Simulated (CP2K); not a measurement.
WC under changes of volume

One of the cells (10.542 Å³/atom); the others are scaled copies at fixed shape and fractional positions:

```
CELL_PARAMETERS angstrom
3.10092 0.00000 0.00000
1.55046 2.68548 0.00000
1.55046 0.89516 2.53189
ATOMIC_POSITIONS crystal
W 0.00000 0.00000 0.00000
C 0.50000 0.50000 0.50000
```

Measurements of this composition are mostly on another form, of space group No. 187.

```yaml
Program: CP2K 2026.2
Functional: r2SCAN
Potentials_or_basis: POTENTIAL_UZH W GTH-SCAN-q14, C GTH-SCAN-q4; TZVP-MOLOPT-SCAN-GTH basis
Density_cutoff: 9184 eV
k_mesh: 10 × 10 × 10
Occupations: fermi-dirac, width 0.05 eV
Spin: no spin polarisation
```

```tsv
volume (Å³/atom)	energy over the lowest point (meV/atom)	pressure (GPa)
9.910	14.07	14.1
10.120	1.54	5.2
10.331	0.00	-2.8
10.542	8.57	-10.0
10.753	26.07	-16.4
10.964	51.63	-22.2
11.175	?	?
```

Q: What does the run at 11.175 Å³/atom give?

A: Energy over the lowest point 84.40 meV/atom; pressure -27.4 GPa.

Worked out: A Birch-Murnaghan fit of order 3 (a polynomial in V^(-2/3)) to the other rows has its minimum at 10.25 Å³/atom with B0 = V·E''(V) = 384 GPa and B' = 4.3. It gives 84.43 meV/atom at 11.175 Å³/atom, against the run's 84.40, and -dE/dV = -27.5 GPa, against -27.4.

Energies are extrapolated to zero smearing.

Caveats: the basis of atomic orbitals isn't converged, which shifts pressures, moduli and gaps.
